**GaP under compression: where the gap changes valley**

Five of the ten rows break the rule that the band gap of GaP shrinks as the crystal expands. They are the five smallest cells, up to 20.343 Å³ per atom, and in them the gap grows with volume. In the most compressed cell it lies 0.83 eV below the straight line set by the expanded cells. The cause is a change of valley: the lowest empty state sits at one place in the band structure in the large cells and at another in the small ones.

VASP 6.6.1 calculations of GaP (space group F-43m, 2 atoms per cell) with the PBE functional and PAW potentials (Ga_d, P), without spin polarisation or spin–orbit coupling. The plane-wave cutoff is 520 eV, the k mesh 8 × 8 × 8 and the Gaussian smearing 0.02 eV wide. Both gaps are taken from the k-mesh points only, the direct gap between levels at the same point.

```tsv
volume (Å³/atom)	shortest distance (Å)	gap on mesh (eV)	direct gap on mesh (eV)
18.978	2.310	1.512	2.369
19.603	2.335	1.586	2.094
20.229	2.360	1.641	1.831
20.240	2.360	1.642	1.826
20.343	2.364	1.650	1.785
20.855	2.384	1.580	1.580
20.855	2.384	1.580	1.580
21.825	2.420	1.213	1.213
22.106	2.431	1.112	1.112
22.253	2.436	1.059	1.059
```

**Which quantity breaks**

The table gives two gaps. The direct gap is the smallest energy step between a filled and an empty state of the same crystal momentum, the step that can absorb or emit light without help from lattice vibrations. The gap on mesh is the smallest step of any kind, with the two momenta free to differ. Where the two columns agree, the material is direct; where the gap on mesh is smaller than the direct gap, it is indirect.

From 20.855 Å³ per atom upward the columns agree, and both fall with volume. A straight line in the logarithm of the volume, fitted to these direct rows with the repeated relaxed cell counted once, follows them to about a thousandth of an electronvolt. Continued to the smaller cells, it misses the smallest gap by 0.13 eV at 20.343 and by ever more on further compression.

The direct gap serves as the control. It stays within about 0.03 eV of the same continued line, even in the most compressed cell. So the state that sets the gap of the expanded crystal goes on moving smoothly away from the top of the filled bands under compression. It merely stops being the lowest empty state.

**Three valleys with three slopes**

The conduction band of GaP has low points, called valleys, at three places: at Γ, where the wave has the same phase in every unit cell; at L, on the zone boundary along the cube diagonal; and near X, along the cube edge. The top of the filled bands lies at Γ. Each valley therefore has its own gap to that common top, and each gap answers a change of volume at its own rate, its deformation potential.

Band energies from the same calculations, at 20.229 and 21.825 Å³ per atom, show how different these rates are. For each percent of expansion the Γ gap falls by about 81 meV and the L gap by about 30 meV, while the near-X gap rises by about 14 meV. The smallest gap is always the lowest of the three. It climbs with the near-X valley until a falling valley cuts it off, and the result is a kink in the gap although no single valley has one.

**Why Γ moves most**

The order of the slopes can be argued from bonding. The empty state at Γ is built mainly from s orbitals of Ga and P with opposite signs on neighbouring atoms. Such an antibonding state is pushed up by the overlap across each bond, so it drops when the bonds lengthen. The top of the filled bands is a bonding combination of p orbitals, which loses some of its stabilisation at the same time. In this picture both changes would close the Γ gap on expansion, but the band energies support only the first. Their zero shifts from one volume to the next, so each level has to be measured against another one, and the deep, nearly flat Ga 3d levels serve as a rough marker. Against them, between 20.229 and 21.825 Å³ per atom, the empty Γ state falls by about 0.70 eV, and the top of the filled bands does not rise but falls by about 0.09 eV. A likely reason is that the Ga 3d levels push this top upward, and push less when the bonds lengthen. The marker is not an absolute zero, but by this measure the closing of the Γ gap is the work of the empty state.

The other valleys feel less of this push, because the phase of the wave changes from atom to atom. At Γ the s orbitals of all four neighbours act on an atom in step. At L their contributions partly cancel and half of the sum is left; at X they cancel altogether, and three quarters of the way to X, the point used here, somewhat less is left than at L. The empty state near X is therefore expected to lean more on other orbitals, p orbitals among them, and to feel the least of this push.

This count of neighbours ranks the three valleys correctly, but it does not give their slopes. In particular, it does not explain why the near-X gap rises on expansion instead of falling slowly. Against the Ga 3d marker the near-X state hardly moves, rising by about 0.02 eV between the two volumes, so its gap opens mostly because the top of the filled bands sinks. That sign is a result of the calculation, and a simple bond picture should not be trusted to predict it.

**The model at work**

The model draws one straight line for each valley through the two volumes with known band energies and takes the lowest. The row at 19.603 Å³ per atom played no part in setting these lines, so it can serve as a test. Its volume differs from the first anchor by ln(19.603/20.229) = −0.0314, a compression of about 3.1 percent.

- Near X: 1.641 eV − 3.14 × 0.0137 eV = 1.598 eV.
- L: 1.674 eV + 3.14 × 0.0302 eV = 1.769 eV.
- Γ: 1.831 eV + 3.14 × 0.0814 eV = 2.087 eV.

The near-X valley is lowest, so the model predicts an indirect gap of 1.598 eV. The table has 1.586 eV, which is indirect as predicted and 0.012 eV smaller.

The model does worst in the most compressed cell, where its gap is 0.04 eV too large. The computed gap falls faster there than the model's line. Either the near-X line bends over this range, or the lowest mesh point moves to X itself; the band energies at hand do not include X and cannot tell the two apart. The printed analysis below lists all three valleys for every row.

**What pressure does**

When the indirect cells are squeezed evenly from all sides, the two gaps move in opposite directions. Between the cells at 20.229 and 18.978 Å³ per atom the direct gap grows by about 85 meV per GPa, while the smallest gap shrinks by about 20 meV per GPa. A measurement that follows strong direct absorption and one that follows the weak absorption edge would thus report opposite signs for the same crystal. Neither would be wrong; they look at different valleys.

**The relaxed cell gets the wrong label**

The row at 20.855 Å³ per atom is the cell that PBE itself prefers at zero pressure, and there the calculation calls GaP direct. Real GaP is indirect, with a gap of roughly 2.3 eV and its lowest valley near X. The difference matters for light emitters, since a direct gap promises efficient emission and an indirect one does not. A search that relied on the relaxed cell alone would put GaP in the wrong class.

The volume tips the label. The row at 20.240 Å³ per atom has a cube edge of 5.45 Å, close to that of the real crystal, and there the same functional gives an indirect gap. PBE then expands the cell by 3 percent, which lowers the direct gap by 0.246 eV and brings Γ to the bottom. Going back to the smaller cell restores the right type of gap but not its size, which remains well below the real one.

The volume is not the only culprit. PBE is known to make gaps too small, and it does not lower all valleys alike. In real GaP the direct gap lies roughly half an electronvolt above the smallest one; at 20.240 Å³ per atom PBE leaves only 0.184 eV between them. With the real spacing, an expansion of 3 percent would not be expected to make the crystal direct.

The direct label is also a close call. At the relaxed volume the model puts Γ and L within a few meV of each other, closer than its straight lines can resolve; it even puts L just below Γ, where the calculation has Γ lowest. It also suggests that L is the lowest valley from about 20.4 Å³ per atom up to about the relaxed volume, so that the gap would change hands twice. No row lies between these two volumes, and the L stage remains an estimate of the model.

The mesh adds a further doubt. Its last two points on the line from Γ to X are one three quarters of the way along, which supplies the near-X energies used here, and X itself. The true bottom of the valley may lie between them. The indirect gaps are therefore upper limits to what PBE would give on a finer mesh, not to the gap of the real crystal. At the relaxed volume the model places this valley about 0.10 eV above Γ; a finer mesh would have to lower it by more than that to make the relaxed cell indirect, and a dip between two such close mesh points is expected to be smaller. L, which lies on the mesh, is the nearer rival.

**A rule for the next material**

Before a relaxed cell is called direct or indirect, the distance between its valleys should be compared with what an error in the volume can do. For GaP at 20.240 Å³ per atom, the model puts Γ about 0.15 eV above L, the last valley that Γ has to pass before the crystal turns direct. Each percent of expansion closes that distance by 81 − 30 = 51 meV. About three percent is needed to close it, and three percent is the amount by which PBE expands the cell. When the two numbers come this close, the type of gap should be computed at the measured volume, on a finer mesh and with a method that spaces the valleys better than PBE, before anyone builds on it.

Numerical output:

```
fit of gap_on_mesh on 4 rows (isdir & (dup < 1)): constant 1.824 +/- 0.0017, coefficient of x -8.034 +/- 0.023; rms 0.000809, worst 21.825 0.00139, leave-one-out rms 0.0035
  rows outside the fit (model, value, miss): 18.978 2.337, 1.512, 0.825; 19.603 2.077, 1.586, 0.491; 20.229 1.824, 1.641, 0.183; 20.24 1.82, 1.642, 0.178; 20.343 1.779, 1.65, 0.129; 20.855 1.58, 1.58, -0.000377
Breaks and three-valley model (eV):
     row  'gap less line'  'direct gap less line'  'Gamma valley'  'L valley'  'near-X valley'  'lowest valley less gap'
  18.978          -0.8253                 0.03169           2.351       1.867            1.554                   0.04166
  19.603           -0.491                   0.017           2.087       1.769            1.598                   0.01199
  20.229          -0.1835                0.006537           1.831       1.674            1.641                         0
   20.24          -0.1781                0.005905           1.827       1.673            1.642                -0.0002562
  20.343          -0.1293                0.005684           1.785       1.657            1.649                 -0.001311
  20.855        0.0003771               0.0003771           1.583       1.582            1.683                  0.002055
  20.855        0.0003771               0.0003771           1.583       1.582            1.683                  0.002055
  21.825        -0.001391               -0.001391           1.213       1.445            1.745                         0
  22.106        0.0003841               0.0003841           1.109       1.406            1.762                 -0.003111
  22.253        0.0006297               0.0006297           1.055       1.386            1.771                 -0.004048
Gamma gap, change per percent of volume (meV): -81.38
L gap, change per percent of volume (meV): -30.23
near-X gap, change per percent of volume (meV): 13.68
estimated volume where L drops below near-X (Å³/atom): 20.38
estimated volume where Gamma drops below L (Å³/atom): 20.86
estimated highest smallest gap (eV): 1.651
L below the crossing of Gamma and near-X by (eV): 0.05458
direct gap, change per GPa between 20.229 and 18.978 (meV): 84.65
smallest gap, change per GPa between 20.229 and 18.978 (meV): -20.3
cubic edge of the row at 20.240 (Å): 5.45
cubic edge of the relaxed cell (Å): 5.505
direct less smallest gap at 20.240 (eV): 0.184
fall of the direct gap from 20.240 to the relaxed cell (eV): 0.246
```
